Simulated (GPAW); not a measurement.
# SnSe (Pnma) in GPAW: single point with TB-mBJ

Aim: the single point of SnSe with TB-mBJ.

Everything below comes from runs of GPAW 26.7.0. Logs are shortened: lines on timing, memory, paths and dates and some standing lists are left out, and cuts for length are marked. The log counts tension as positive stress, the text compression.

**The experiment to reproduce.**

“Linear dichroism of the optical properties of SnS and SnSe van der Waals crystals”, 2024, arxiv:2409.17412 reports, for a bulk crystal of SnSe at 300 K: band gap 0.89 eV (indirect).

The results are compared with them further down.

## (1) The structure

The structure is orthorhombic, space group Pnma (No. 62). The conventional cell has a = 11.420 Å, b = 4.190 Å, c = 4.460 Å, α = 90.00°, β = 90.00°, γ = 90.00°. Sn (site symmetry m) is surrounded by 3 Se at 2.69 to 2.83 Å. Se (site symmetry m) is surrounded by 3 Sn at 2.69 to 2.83 Å.

## (2) Single point, TB-mBJ

The input, run.py:

```python
from ase import Atoms
from ase.dft.bandgap import bandgap
from ase.io import write
from gpaw import GPAW, PW

atoms = Atoms(['Sn', 'Sn', 'Sn', 'Sn', 'Se', 'Se', 'Se', 'Se'],
              cell=[[11.42, 0.0, 0.0],
                    [0.0, 4.19, 0.0],
                    [0.0, 0.0, 4.46]],
              scaled_positions=[[0.877, 0.75, 0.909],
                                [0.623, 0.25, 0.409],
                                [0.377, 0.75, 0.591],
                                [0.123, 0.25, 0.091],
                                [0.643, 0.75, 0.984],
                                [0.857, 0.25, 0.484],
                                [0.143, 0.75, 0.516],
                                [0.357, 0.25, 0.016]],
              pbc=True)

calc = GPAW(mode=PW(600),
            xc='TB09',
            kpts={'size': (2, 4, 4), 'gamma': True},
            occupations={'name': 'fermi-dirac', 'width': 0.05},
            nbands=62,
            convergence={'density': 1e-05, 'energy': 1e-05},
            eigensolver='cg',
            maxiter=150,
            txt='gpaw.txt')
atoms.calc = calc
energy = atoms.get_potential_energy()
calc.write('gs.gpw')
write('result.traj', atoms)
print('Fermi level:', round(calc.get_fermi_level(), 4), 'eV')
print(f'Gap: {bandgap(calc)[0]:.4f} eV, direct: {bandgap(calc, direct=True)[0]:.4f} eV')
```

Potentials or basis: GPAW PAW data sets for LDA (gpaw-data 1.2.1), pw.

Run with:

```console
OMP_NUM_THREADS=1 python run.py
```

gpaw.txt:

```text
___ ___ ___ _ _ _
 |   |   |_  | | | |
 | | | | | . | | | |
 |__ |  _|___|_____|  26.7.0
 |___|_|

Input parameters:
  convergence: {density: 1e-05,
                energy: 1e-05}
  eigensolver: cg
  kpts: {gamma: True,
         size: (2, 4, 4)}
  maxiter: 150
  mode: {ecut: 600.0,
         name: pw}
  nbands: 62
  occupations: {name: fermi-dirac,
                width: 0.05}
  xc: TB09

System changes: positions, numbers, cell, pbc, initial_charges, initial_magmoms

Initialize ...

species:
  Sn:
    name:    Tin
    Z:       50.0
    valence: 14
    core:    36
    charge:  0.0  # [|e|]
    compensation charges:
      type: gauss
      rc: 0.38  # [Å]
      lmax: 2
    cutoffs:
      filter: 2.23  # [Å]
      core: 2.35  # [Å]
    projectors
    | kind |    occ | energy [eV] | rcut [Å] |
    |------|--------|-------------|----------|
    |   5s |  2.000 |     -10.799 |    1.201 |
    |   5p |  2.000 |      -3.869 |    1.270 |
    |   4d | 10.000 |     -25.910 |    1.185 |
    |    s |        |      16.413 |    1.201 |
    |    p |        |      23.342 |    1.270 |
    |    d |        |       1.302 |    1.185 |

    Using partial waves for Sn as LCAO basis

  Se:
    name:    Selenium
    Z:       34.0
    valence: 6
    core:    28
    charge:  0.0  # [|e|]
    compensation charges:
      type: gauss
      rc: 0.27  # [Å]
      lmax: 2
    cutoffs:
      filter: 1.77  # [Å]
      core: 2.67  # [Å]
    projectors
    | kind |    occ | energy [eV] | rcut [Å] |
    |------|--------|-------------|----------|
    |   4s |  2.000 |     -17.472 |    0.847 |
    |   4p |  4.000 |      -6.656 |    1.005 |
    |    s |        |       9.739 |    0.847 |
    |    p |        |      20.555 |    1.005 |
    |    d |        |       0.000 |    0.847 |

    Using partial waves for Se as LCAO basis

Reference energy: -935531.041806  # eV

Spin-paired calculation

Convergence criteria:
 Maximum [total energy] change in last 3 cyles: 1e-05 eV / valence electron
 Maximum integral of absolute [dens]ity change: 1e-05 electrons / valence electron
 Maximum integral of absolute [eigenst]ate change: 4e-08 eV^2 / valence electron
 Maximum number of scf [iter]ations: 150
 (Square brackets indicate name in SCF output, whereas a 'c' in
 the SCF output indicates the quantity has converged.)

Symmetries present (total): 2

  ( 1  0  0)  (-1  0  0)
  ( 0  1  0)  ( 0 -1  0)
  ( 0  0  1)  ( 0  0 -1)

32 k-points: 2 x 4 x 4 Monkhorst-Pack grid + [1/4,1/8,1/8]
20 k-points in the irreducible part of the Brillouin zone
       k-points in crystal coordinates                weights
   0:     0.00000000    0.00000000    0.00000000          1/32
   1:     0.00000000    0.00000000    0.25000000          2/32
   2:     0.00000000    0.00000000    0.50000000          1/32
   3:     0.00000000    0.25000000   -0.25000000          2/32
   4:     0.00000000    0.25000000    0.00000000          2/32
   5:     0.00000000    0.25000000    0.25000000          2/32
   6:     0.00000000    0.25000000    0.50000000          2/32
   7:     0.00000000    0.50000000    0.00000000          1/32
   8:     0.00000000    0.50000000    0.25000000          2/32
   9:     0.00000000    0.50000000    0.50000000          1/32
          ...
  19:     0.50000000    0.50000000    0.50000000          1/32

Wave functions: Plane wave expansion
  Cutoff energy: 600.000 eV
  Number of coefficients (min, max): 7080, 7148
  Pulay-stress correction: 0.000000 eV/Ang^3 (de/decut=0.000000)
  Using FFTW library
  ScaLapack parameters: grid=1x1, blocksize=None
  Wavefunction extrapolation:
    Improved wavefunction reuse through dual PAW basis

Occupation numbers: Fermi-Dirac:
  width: 0.0500  # eV

Eigensolver
   CG(niter=4, rtol=3.0e-01)

Densities:
  Coarse grid: 70*24*27 grid
  Fine grid: 140*48*54 grid
  Total Charge: 0.000000

Density mixing:
  Method: separate
  Backend: msr1
  Linear mixing parameter: 0.05
  old densities: 10
  Width of damping distribution: 1.1
  Damping of long wavelength oscillations: 20

Hamiltonian:
  XC and Coulomb potentials evaluated on a 140*48*54 grid
  Using the TB09 Exchange-Correlation functional
  External potential:
    NoExternalPotential

XC parameters: TB09 with 2 nearest neighbor stencil

Number of atoms: 8
Number of atomic orbitals: 52
Number of bands in calculation: 62
Number of valence electrons: 80
Bands to converge: occupied

... initialized

Initializing position-dependent things.

Density initialized from atomic densities
Creating initial wave functions:
  52 bands from LCAO basis set
  10 bands from random numbers

    .---------------------------.
   /|                Se     Sn  |
  / |                           |
 *  |  Se     Sn                |
 |  |                           |
 |  .--------------Sn-----Se----.
 | /                           /
 |/  Sn     Se                /
 *---------------------------*

Atomic positions and initial magnetic moments

Positions:
   0 Sn    10.015340    3.142500    4.054140    ( 0.0000,  0.0000,  0.0000)
   1 Sn     7.114660    1.047500    1.824140    ( 0.0000,  0.0000,  0.0000)
   2 Sn     4.305340    3.142500    2.635860    ( 0.0000,  0.0000,  0.0000)
   3 Sn     1.404660    1.047500    0.405860    ( 0.0000,  0.0000,  0.0000)
   4 Se     7.343060    3.142500    4.388640    ( 0.0000,  0.0000,  0.0000)
   5 Se     9.786940    1.047500    2.158640    ( 0.0000,  0.0000,  0.0000)
   6 Se     1.633060    3.142500    2.301360    ( 0.0000,  0.0000,  0.0000)
   7 Se     4.076940    1.047500    0.071360    ( 0.0000,  0.0000,  0.0000)

Unit cell:
           periodic     x           y           z      points  spacing
  1. axis:    yes   11.420000    0.000000    0.000000    70     0.1631
  2. axis:    yes    0.000000    4.190000    0.000000    24     0.1746
  3. axis:    yes    0.000000    0.000000    4.460000    27     0.1652

  Lengths:  11.420000   4.190000   4.460000
  Angles:   90.000000  90.000000  90.000000

Effective grid spacing dv^(1/3) = 0.1676

iter:   1 26526.152747
iter:   2 26537.282327   +1.74  -0.86
iter:   3 26540.139826   +0.96  -0.89
iter:   4 26537.623185   +0.15  -1.34
iter:   5 26541.138359   -0.74  -1.18
iter:   6 26545.460039   -1.21  -1.33
iter:   7 26551.500122   -1.35  -1.42
iter:   8 26558.010375   -1.25  -1.57
iter:   9 26554.324566   -1.91  -1.74
iter:  10 26556.090826   -1.91  -2.02
iter:  11 26554.264846   -2.46  -2.20
[... 4 lines left out ...]
iter:  16 26555.110224   -4.07  -2.99
iter:  17 26555.144144   -4.32  -3.11
iter:  18 26555.237145   -4.53  -3.22
iter:  19 26555.314544   -4.80  -3.47
iter:  20 26555.271444   -5.12  -3.81
iter:  21 26555.296256   -5.54  -3.79
iter:  22 26555.285319   -5.84  -4.42
iter:  23 26555.295651   -6.12  -4.34
iter:  24 26555.298181   -6.45  -4.78
iter:  25 26555.297609   -7.05  -4.80
iter:  26 26555.299712   -7.74c -5.07c
iter:  27 26555.299231   -8.11c -5.50c
iter:  28 26555.300203   -8.56c -5.42c
iter:  29 26555.300093   -8.84c -5.65c
iter:  30 26555.299995c  -9.37c -6.09c

Converged after 30 iterations.

Dipole moment: (-0.000000, -0.000000, 0.000000) |e|*Ang

Energy contributions relative to reference atoms: (reference = -935531.041806)

Kinetic:        +83.192988
Potential:      -74.296799
External:        +0.000000
XC:            +26549.137505
Entropy (-ST):   -0.000001
Local:           -2.733700
SIC:             +0.000000
--------------------------
Free energy:   +26555.299994
Extrapolated:  +26555.299995

Showing only first 2 kpts
 Kpt  Band  Eigenvalues  Occupancy
  0    38      5.23178    2.00000
  0    39      5.46708    2.00000
  0    40      7.12175    0.00002
  0    41      9.30216    0.00000

  1    38      5.41125    2.00000
  1    39      5.79600    2.00000
  1    40      7.45287    0.00000
  1    41      7.78091    0.00000

Fermi level: 6.53655

Gap: 1.238 eV
Transition (v -> c):
  (s=0, k=12, n=39, [0.50, 0.00, 0.50]) -> (s=0, k=0, n=40, [0.00, 0.00, 0.00])
Direct/indirect transitions are different
Direct gap: 1.514 eV
Transition at: (s=0, k=4, n=39, [0.00, 0.25, 0.00])
Writing to gs.gpw (mode='')
```

It took 12 min on 1 thread of Arm Neoverse V2, shared host; peak memory 0.55 GiB.

What came out:

```
Band gap on the k mesh : 1.24 eV, indirect (least direct gap 1.51 eV)
```

Caveat: a model potential gives levels but no total energy; spin-orbit coupling is left out, which moves the levels of the heavy elements.

## (3) Against experiment

Step 2. Measured gap of SnSe: 0.89 eV (indirect; 300 K; “Linear dichroism of the optical properties of SnS and SnSe van der Waals crystals”, 2024, arxiv:2409.17412). This calculation gives 1.24 eV (+0.35 eV). 2 values of this kind are on record (0.89 to 0.99 eV); this one was drawn at random. Spin-orbit coupling on Se, Sn is left out. The value is that of TB-mBJ on a finite k mesh, which can miss the band edges, without temperature or zero-point motion.
